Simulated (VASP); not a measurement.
# TiSi2 (P6/mmm) in VASP: equation of state

Aim: energy against volume of TiSi2 in PBE, for its equilibrium volume and stiffness.

All numbers are computed with VASP 6.6.1; they aren't measurements. Logs are shortened: lines on timing, memory, paths and dates and some standing lists are left out, and cuts for length are marked.

## (1) The crystal as given

It takes space group P6/mmm (No. 191, hexagonal). Conventional cell: a = 4.375 Å, b = 4.375 Å, c = 2.561 Å, α = 90.00°, β = 90.00°, γ = 120.00°. Ti (site symmetry 6/mmm) is surrounded by 2 Ti at 2.56 Å and 12 Si at 2.83 Å. Around Si (site symmetry -6m2) lie 5 Si at 2.53 to 2.56 Å and 6 Ti at 2.83 Å.

The cell was built by a generator and needn't be a form met in nature.

## (2) Equation of state, PBE, 13.30 Å³/atom (volume scaled by 0.94)

The input, INCAR:

```
SYSTEM = TiSi2
  PREC = Accurate
  ENCUT = 520
  EDIFF = 1E-7
  ISMEAR = -1
  SIGMA = 0.05
  LREAL = .FALSE.
  LASPH = .TRUE.
  NELM = 80
  ALGO = Normal
  ISIF = 2
  LWAVE = .FALSE.
  LCHARG = .FALSE.
  GGA = PE
  NBANDS = 17
```

The input, KPOINTS:

```
regular mesh
0
G
  7 7 10
  0 0 0
```

The input, POSCAR:

```
TiSi2
1.0
    4.2853365746      0.0000000000      0.0000000000
   -2.1426682873      3.7112109522      0.0000000000
    0.0000000000      0.0000000000      2.5087298203
Ti Si
1 2
Direct
    0.0000000000      0.0000000000      0.0000000000
    0.3333300000      0.6666700000      0.5000000000
    0.6666700000      0.3333300000      0.5000000000
```

Potentials or basis: VASP PAW PBE potentials, release 64 (Ti_sv, Si).

Started as:

```
$ cat potpaw_PBE.64/Ti_sv/POTCAR potpaw_PBE.64/Si/POTCAR > POTCAR
$ mpirun -np 1 vasp_std > vasp.out
```

OUTCAR:

```text
SYSTEM = TiSi2
   PREC = Accurate
   ENCUT = 520
   EDIFF = 1E-7
   ISMEAR = -1
   LREAL = .FALSE.
   LASPH = .TRUE.
   NELM = 80
   ISIF = 2
   GGA = PE

 Found     96 irreducible k-points:

 Following reciprocal coordinates:
            Coordinates               Weight
  0.000000  0.000000  0.000000      1.000000
  0.142857  0.000000  0.000000      4.000000
 -0.142857  0.142857  0.000000      2.000000
  0.285714  0.000000  0.000000      4.000000
 -0.285714  0.285714  0.000000      2.000000
  0.428571 -0.000000  0.000000      4.000000
   k-points           NKPTS =     96   k-points in BZ     NKDIM =     96   number of bands    NBANDS=     17
   number of dos      NEDOS =    301   number of ions     NIONS =      3
   total plane-waves  NPLWV =  20480
   dimension x,y,z NGX =    32 NGY =   32 NGZ =   20
   dimension x,y,z NGXF=    64 NGYF=   64 NGZF=   40
   ions per type =               1   2
   NGX,Y,Z   is equivalent  to a cutoff of  12.41, 12.41, 13.25 a.u.
   NGXF,Y,Z  is equivalent  to a cutoff of  24.83, 24.83, 26.51 a.u.
 SYSTEM =  TiSi2
   PREC   = accura    normal or accurate (medium, high low for compatibility)
   ISTART =      0    job   : 0-new  1-cont  2-samecut
   ICHARG =      2    charge: 1-file 2-atom 10-const
   ISPIN  =      1    spin polarized calculation?
   LNONCOLLINEAR =      F non collinear calculations
   LSORBIT =      F    spin-orbit coupling
   LASPH  =      T    aspherical Exc in radial PAW
   ENCUT  =  520.0 eV  38.22 Ry    6.18 a.u.   7.97  7.97  4.66*2*pi/ulx,y,z
   NELM   =     80;   NELMIN=  2; NELMDL= -5     # of ELM steps
   EDIFF  = 0.1E-06   stopping-criterion for ELM
   LREAL  =      F    real-space projection
   EDIFFG = 0.1E-05   stopping-criterion for IOM
   NSW    =      0    number of steps for IOM
   IBRION =     -1    ionic relax: 0-MD 1-quasi-New 2-CG
   NFREE  =      0    steps in history (QN), initial steepest desc. (CG)
   ISIF   =      2    stress and relaxation
   ISYM   =      2    0-nonsym 1-usesym 2-fastsym
   POTIM  = 0.5000    time-step for ionic-motion
   TEBEG  =    0.0;   TEEND  =   0.0 temperature during run
   PSTRESS=    0.0 pullay stress
   NELECT =      20.0000    total number of electrons
   NUPDOWN=      -1.0000    fix difference up-down
   EMIN   =  10.00;   EMAX   =-10.00  energy-range for DOS
   EFERMI =   0.00;   METHOD = LEGACY
   ISMEAR =    -1;   SIGMA  =   0.05  broadening in eV -4-tet -1-fermi 0-gaus
   EFERMI_NEDOS =   21; number of points for ismear=-14 and -15
   IALGO  =     38    algorithm
   IMIX   =      4    mixing-type and parameters
     AMIX     =   0.40;   BMIX     =  1.00
     AMIX_MAG =   1.60;   BMIX_MAG =  1.00
  volume/ion in A,a.u.               =      13.30        89.75
  Fermi-wavevector in a.u.,A,eV,Ry     =   1.300469  2.457530 23.010440  1.691220
  Thomas-Fermi vector in A             =   2.431666
   LORBIT       =      0    0 simple, 1 ext, 2 COOP (PROOUT), +10 PAW based schemes
   GGA     = PE    functional components
   LHFCALC =     F    Hartree Fock is set to
   AEXX    =    0.0000 exact exchange contribution
   IVDW    =     0    specifies the selected vdW correction
   LEPSILON=     F    determine dielectric tensor
   LRPA    =     F    only Hartree local field effects (RPA)
 non-spin polarized calculation
  energy-cutoff  :      520.00
  volume of cell :       39.90
 maximum number of plane-waves:      1092
   NGX = 15   NGY = 15   NGZ =  9

 number of electron      19.9999998 magnetization

 Free energy of the ion-electron system (eV)
  ---------------------------------------------------
  ext. energy  EPLUGINS =         0.00000000
  ---------------------------------------------------
  free energy    TOTEN  =       -19.35089628 eV

  energy without entropy =      -19.33608764  energy(sigma->0) =      -19.34349196

 E-fermi :  11.4270     XC(G=0): -11.9503

 val. band max:       11.4169685450   @ k =  -0.1429   0.2857   0.2000
 cond. band min:      11.4404126413   @ k =  -0.1429   0.2857   0.5000
 fundamental gap:      0.0234440964
 Fermi energy:        11.4270141299

 k-point     1 :       0.0000    0.0000    0.0000
  band No.  band energies     occupation
      1     -45.2167      2.00000
      2     -21.5426      2.00000
      3     -21.5426      2.00000
      4     -20.8089      2.00000
      5      -2.2682      2.00000
      6       5.8318      2.00000
[... 9 lines left out ...]
     16      17.5342      0.00000
     17      18.9121      0.00000

 k-point     2 :       0.1429    0.0000    0.0000
  band No.  band energies     occupation
      1     -45.2166      2.00000
      2     -21.5465      2.00000
      3     -21.5435      2.00000
      4     -20.8088      2.00000
      5      -2.0535      2.00000
      6       4.1735      2.00000
[... 9 lines left out ...]
     16      18.0026      0.00000
     17      19.1865      0.00000

 k-point     3 :      -0.1429    0.1429    0.0000
  band No.  band energies     occupation
      1     -45.2166      2.00000
      2     -21.5465      2.00000
      3     -21.5435      2.00000
      4     -20.8088      2.00000
      5      -2.0535      2.00000
      6       4.1737      2.00000
[... 9 lines left out ...]
     16      18.0026      0.00000
     17      19.1866      0.00000

 k-point     4 :       0.2857    0.0000    0.0000
  band No.  band energies     occupation
      1     -45.2163      2.00000
      2     -21.5553      2.00000
      3     -21.5455      2.00000
      4     -20.8086      2.00000
      5      -1.4374      2.00000
      6       2.5122      2.00000
[... 9 lines left out ...]
     16      18.6930      0.00000
     17      19.9078      0.00000

 k-point     5 :      -0.2857    0.2857    0.0000
  band No.  band energies     occupation
      1     -45.2163      2.00000
      2     -21.5553      2.00000
      3     -21.5455      2.00000
      4     -20.8086      2.00000
      5      -1.4375      2.00000
      6       2.5124      2.00000
[... 9 lines left out ...]
     16      18.6930      0.00000
     17      19.9079      0.00000

 k-point     6 :       0.4286   -0.0000    0.0000
  band No.  band energies     occupation
      1     -45.2161      2.00000
      2     -21.5623      2.00000
      3     -21.5470      2.00000
      4     -20.8085      2.00000
      5      -0.5548      2.00000
      6       1.1359      2.00000
[... 9 lines left out ...]
     16      17.9111      0.00000
     17      19.9078      0.00000

 [... further k-points ...]

------------------------ aborting loop because EDIFF is reached ----------------------------------------

  FORCE on cell =-STRESS in cart. coord.  units (eV):
  Direction    XX          YY          ZZ          XY          YZ          ZX
  --------------------------------------------------------------------------------------
  -------------------------------------------------------------------------------------
  Total        2.2633695      2.2635956      2.3517660      0.0001951      0.0000000      0.0000000
  in kB       90.8890529     90.8981310     94.4387466      0.0078358      0.0000000      0.0000000
  external PRESSURE =      92.0753102 kB  Pullay stress =       0.0000000 kB

 VOLUME and BASIS-vectors are now :
 -----------------------------------------------------------------------------
  energy-cutoff  :      520.00
  volume of cell :       39.90
      direct lattice vectors                 reciprocal lattice vectors
     4.285336575  0.000000000  0.000000000     0.233353899  0.134726914  0.000000000
    -2.142668287  3.711210952  0.000000000     0.000000000  0.269453829  0.000000000
     0.000000000  0.000000000  2.508729820     0.000000000  0.000000000  0.398608089

 POSITION                                       TOTAL-FORCE (eV/Angst)
 -----------------------------------------------------------------------------------
      0.00000      0.00000      0.00000        -0.000000      0.000000     -0.000000
     -0.00002      2.47415      1.25436         0.000331     -0.000191     -0.000000
      2.14269      1.23706      1.25436        -0.000331      0.000191      0.000000
 -----------------------------------------------------------------------------------
    total drift:                               -0.000000      0.000000     -0.000000

  FREE ENERGIE OF THE ION-ELECTRON SYSTEM (eV)
  ---------------------------------------------------
  free  energy   TOTEN  =       -19.3508962756 eV

  energy  without entropy=      -19.3360876435  energy(sigma->0) =      -19.34349196
```

Wall time 32 s (1 thread of Intel Xeon Platinum 8488C (Sapphire Rapids), shared host); peak memory 0.19 GiB.

Results:

```
Free energy            : -19.3509 eV
Pressure               : 9.2 GPa
Band gap on the k mesh : none (metal or under the smearing width)
```

## (3) Equation of state, PBE, 13.58 Å³/atom (volume scaled by 0.96)

The input, INCAR:

```
SYSTEM = TiSi2
ALGO = Normal ; EDIFF = 1E-7
ENCUT = 520 ; GGA = PE
ISIF = 2 ; ISMEAR = -1
LASPH = .TRUE. ; LCHARG = .FALSE.
LREAL = .FALSE. ; LWAVE = .FALSE.
NBANDS = 17 ; NELM = 80
PREC = Accurate ; SIGMA = 0.05
```

The input, KPOINTS:

```
k-points
0
G
  7 7 10
  0 0 0
```

The input, POSCAR:

```
TiSi2
1.0
    4.3155159955      0.0000000000      0.0000000000
   -2.1577579978      3.7373471017      0.0000000000
    0.0000000000      0.0000000000      2.5263975138
Ti Si
1 2
Direct
    0.0000000000      0.0000000000      0.0000000000
    0.3333300000      0.6666700000      0.5000000000
    0.6666700000      0.3333300000      0.5000000000
```

Potentials or basis: VASP PAW PBE potentials, release 64 (Ti_sv, Si).

Started as:

```
$ cat potpaw_PBE.64/Ti_sv/POTCAR potpaw_PBE.64/Si/POTCAR > POTCAR
$ mpirun -np 1 vasp_std > vasp.out
```

Wall time 33 s (1 thread of Intel Xeon Platinum 8488C (Sapphire Rapids), shared host); peak memory 0.19 GiB.

Results (log left out):

* Free energy: -19.3906 eV
* Pressure: 5.7 GPa
* Band gap on the k mesh: none (metal or under the smearing width)

## (4) Equation of state, PBE, 13.87 Å³/atom (volume scaled by 0.98)

The input, INCAR:

```
  ALGO = Normal
  EDIFF = 1E-7
  ENCUT = 520
  GGA = PE
  ISIF = 2
  ISMEAR = -1
  LASPH = T
  LCHARG = F
  LREAL = F
  LWAVE = F
  NBANDS = 17
  NELM = 60
  PREC = Accurate
  SIGMA = 0.05
```

The input, KPOINTS:

```
k-points
0
Gamma
  7 7 10
```

The input, POSCAR:

```
TiSi2
1.0
    4.3452791153      0.0000000000      0.0000000000
   -2.1726395577      3.7631227238      0.0000000000
    0.0000000000      0.0000000000      2.5438214955
Ti Si
1 2
Direct
    0.0000000000      0.0000000000      0.0000000000
    0.3333300000      0.6666700000      0.5000000000
    0.6666700000      0.3333300000      0.5000000000
```

Started as:

```
$ cat potpaw_PBE.64/Ti_sv/POTCAR potpaw_PBE.64/Si/POTCAR > POTCAR
$ mpirun -np 1 vasp_std > vasp.out
```

Run time: 33 s. Hardware: 1 thread of Intel Xeon Platinum 8488C (Sapphire Rapids), shared host; peak memory 0.19 GiB.

The run converged. Its results:

```
Free energy            : -19.4127 eV
Pressure               : 2.6 GPa
Band gap on the k mesh : none (metal or under the smearing width)
```

## (5) Equation of state, PBE, 14.43 Å³/atom (volume scaled by 1.02)

The input, INCAR:

```
SYSTEM = TiSi2
PREC = Accurate ; ENCUT = 520
EDIFF = 1E-7 ; ISMEAR = -1
SIGMA = 0.05 ; LREAL = .FALSE.
LASPH = .TRUE. ; NELM = 60
ALGO = Normal ; ISIF = 2
LWAVE = .FALSE. ; LCHARG = .FALSE.
GGA = PE ; NBANDS = 17
```

The input, KPOINTS:

```
regular mesh
0
G
  7 7 10
  0 0 0
```

The input, POSCAR:

```
TiSi2
1.0
    4.4036119702      0.0000000000      0.0000000000
   -2.2018059851      3.8136404663      0.0000000000
    0.0000000000      0.0000000000      2.5779708254
Ti Si
1 2
Direct
    0.0000000000      0.0000000000      0.0000000000
    0.3333300000      0.6666700000      0.5000000000
    0.6666700000      0.3333300000      0.5000000000
```

Potentials or basis: VASP PAW PBE potentials, release 64 (Ti_sv, Si).

Started as:

```
$ cat potpaw_PBE.64/Ti_sv/POTCAR potpaw_PBE.64/Si/POTCAR > POTCAR
$ mpirun -np 1 vasp_std > vasp.out
```

OUTCAR:

```text
SYSTEM = TiSi2
   PREC = Accurate
   ENCUT = 520
   EDIFF = 1E-7
   ISMEAR = -1
   LREAL = .FALSE.
   LASPH = .TRUE.
   NELM = 60
   ISIF = 2
   GGA = PE

 Found     96 irreducible k-points:

 Following reciprocal coordinates:
            Coordinates               Weight
  0.000000  0.000000  0.000000      1.000000
  0.142857  0.000000  0.000000      4.000000
 -0.142857  0.142857  0.000000      2.000000
  0.285714  0.000000  0.000000      4.000000
 -0.285714  0.285714  0.000000      2.000000
  0.428571  0.000000  0.000000      4.000000
   k-points           NKPTS =     96   k-points in BZ     NKDIM =     96   number of bands    NBANDS=     17
   number of dos      NEDOS =    301   number of ions     NIONS =      3
   total plane-waves  NPLWV =  25920
   dimension x,y,z NGX =    36 NGY =   36 NGZ =   20
   dimension x,y,z NGXF=    72 NGYF=   72 NGZF=   40
   ions per type =               1   2
   NGX,Y,Z   is equivalent  to a cutoff of  13.59, 13.59, 12.90 a.u.
   NGXF,Y,Z  is equivalent  to a cutoff of  27.18, 27.18, 25.79 a.u.
 SYSTEM =  TiSi2
   PREC   = accura    normal or accurate (medium, high low for compatibility)
   ISTART =      0    job   : 0-new  1-cont  2-samecut
   ICHARG =      2    charge: 1-file 2-atom 10-const
[... 58 lines left out ...]
 cond. band min:      10.3166833182   @ k =   0.1429   0.1429   0.2000
 fundamental gap:      0.0511754314
 Fermi energy:        10.3129979999

 k-point     1 :       0.0000    0.0000    0.0000
  band No.  band energies     occupation
      1     -46.4477      2.00000
      2     -22.7594      2.00000
      3     -22.7594      2.00000
      4     -22.1494      2.00000
      5      -2.7225      2.00000
      6       5.1888      2.00000
[... 97 lines left out ...]
      4     -22.1491      2.00000
      5      -1.1371      2.00000
      6       0.5111      2.00000
[... 9 lines left out ...]
     16      16.5523      0.00000
     17      18.2000      0.00000

 [... further k-points ...]

------------------------ aborting loop because EDIFF is reached ----------------------------------------

  FORCE on cell =-STRESS in cart. coord.  units (eV):
  Direction    XX          YY          ZZ          XY          YZ          ZX
  --------------------------------------------------------------------------------------
  -------------------------------------------------------------------------------------
  Total       -0.6388297     -0.6386465     -0.9381762      0.0001589      0.0000000      0.0000000
  in kB      -23.6411677    -23.6343857    -34.7190796      0.0058802      0.0000000      0.0000000
  external PRESSURE =     -27.3315443 kB  Pullay stress =       0.0000000 kB

 VOLUME and BASIS-vectors are now :
 -----------------------------------------------------------------------------
  energy-cutoff  :      520.00
  volume of cell :       43.29
      direct lattice vectors                 reciprocal lattice vectors
     4.403611970  0.000000000  0.000000000     0.227086312  0.131108321  0.000000000
    -2.201805985  3.813640466  0.000000000     0.000000000  0.262216643  0.000000000
     0.000000000  0.000000000  2.577970825     0.000000000  0.000000000  0.387901985

 POSITION                                       TOTAL-FORCE (eV/Angst)
 -----------------------------------------------------------------------------------
      0.00000      0.00000      0.00000         0.000000      0.000000      0.000000
     -0.00002      2.54244      1.28899         0.000229     -0.000132      0.000000
      2.20183      1.27120      1.28899        -0.000229      0.000132      0.000000
 -----------------------------------------------------------------------------------
    total drift:                                0.000000      0.000000     -0.000000

  FREE ENERGIE OF THE ION-ELECTRON SYSTEM (eV)
  ---------------------------------------------------
  free  energy   TOTEN  =       -19.4113194448 eV

  energy  without entropy=      -19.3931243528  energy(sigma->0) =      -19.40222190
```

Run time: 46 s. Hardware: 1 thread of Intel Xeon Platinum 8488C (Sapphire Rapids), shared host; peak memory 0.21 GiB.

Results:

* Free energy: -19.4113 eV
* Pressure: -2.7 GPa
* Band gap on the k mesh: none (metal or under the smearing width)

## (6) Equation of state, PBE, 14.71 Å³/atom (volume scaled by 1.04)

The input, INCAR:

```
SYSTEM = TiSi2
PREC     = Accurate       ! precision mode
ENCUT    = 520            ! plane-wave cutoff, eV
EDIFF    = 1E-7           ! SCF threshold, eV
ISMEAR   = -1             ! smearing method
SIGMA    = 0.05           ! smearing width, eV
LREAL    = .FALSE.        ! projectors in reciprocal space
LASPH    = .TRUE.         ! aspherical terms in the spheres
NELM     = 100            ! most SCF steps
ALGO     = Normal         ! electronic algorithm
ISIF     = 2              ! what is computed and relaxed
LWAVE    = .FALSE.        ! write WAVECAR
LCHARG   = .FALSE.        ! write CHGCAR
GGA      = PE             ! functional
NBANDS   = 17             ! bands
```

KPOINTS is that of step 5.

The input, POSCAR:

```
TiSi2
1.0
    4.4322076543      0.0000000000      0.0000000000
   -2.2161038272      3.8384050593      0.0000000000
    0.0000000000      0.0000000000      2.5947113648
Ti Si
1 2
Direct
    0.0000000000      0.0000000000      0.0000000000
    0.3333300000      0.6666700000      0.5000000000
    0.6666700000      0.3333300000      0.5000000000
```

Potentials or basis: VASP PAW PBE potentials, release 64 (Ti_sv, Si).

Started as:

```
$ cat potpaw_PBE.64/Ti_sv/POTCAR potpaw_PBE.64/Si/POTCAR > POTCAR
$ mpirun -np 1 vasp_std > vasp.out
```

Run time: 45 s. Hardware: 1 thread of Intel Xeon Platinum 8488C (Sapphire Rapids), shared host; peak memory 0.21 GiB.

The run converged. Its results:

```yaml
Free_energy: -19.3912 eV
Pressure: -4.9 GPa
Band_gap_on_the_k_mesh: none (metal or under the smearing width)
```

## (7) Equation of state, PBE, 15.00 Å³/atom (volume scaled by 1.06)

The input, INCAR:

```
PREC = Accurate
ENCUT = 520
EDIFF = 1E-7
ISMEAR = -1
SIGMA = 0.05
LREAL = F
LASPH = T
NELM = 80
ALGO = Normal
ISIF = 2
LWAVE = F
LCHARG = F
GGA = PE
NBANDS = 17
```

The input, KPOINTS:

```
Automatic mesh
0
Gamma
  7 7 10
```

The input, POSCAR:

```
TiSi2
1.0
    4.4604390375      0.0000000000      0.0000000000
   -2.2302195187      3.8628541584      0.0000000000
    0.0000000000      0.0000000000      2.6112386344
Ti Si
1 2
Direct
    0.0000000000      0.0000000000      0.0000000000
    0.3333300000      0.6666700000      0.5000000000
    0.6666700000      0.3333300000      0.5000000000
```

Started as:

```
$ cat potpaw_PBE.64/Ti_sv/POTCAR potpaw_PBE.64/Si/POTCAR > POTCAR
$ mpirun -np 1 vasp_std > vasp.out
```

Run time: 50 s. Hardware: 1 thread of Intel Xeon Platinum 8488C (Sapphire Rapids), shared host; peak memory 0.2 GiB.

The run converged. Its results:

```
Free energy            : -19.3603 eV
Pressure               : -6.8 GPa
Band gap on the k mesh : none (metal or under the smearing width)
```

## (8) Equation of state, PBE

This step only gathers the single runs of the series.

Results:

```yaml
Equilibrium_volume: 14.13 Å³/atom
Bulk_modulus_at_fixed_shape_and_positions: 132 GPa
Pressure_derivative_of_the_bulk_modulus: 5.0
```

Energy against volume, from the lowest point:
| volume (Å³/atom) | energy (meV/atom) |
| --- | --- |
| 13.299 | 22.71 |
| 13.582 | 9.48 |
| 13.865 | 2.11 |
| 14.148 | 0.00 |
| 14.431 | 2.57 |
| 14.714 | 9.27 |
| 14.997 | 19.58 |

Caveat: the cell was scaled at fixed shape and fractional positions, which overstates the stiffness of a crystal with free parameters, most of all of layers and chains.
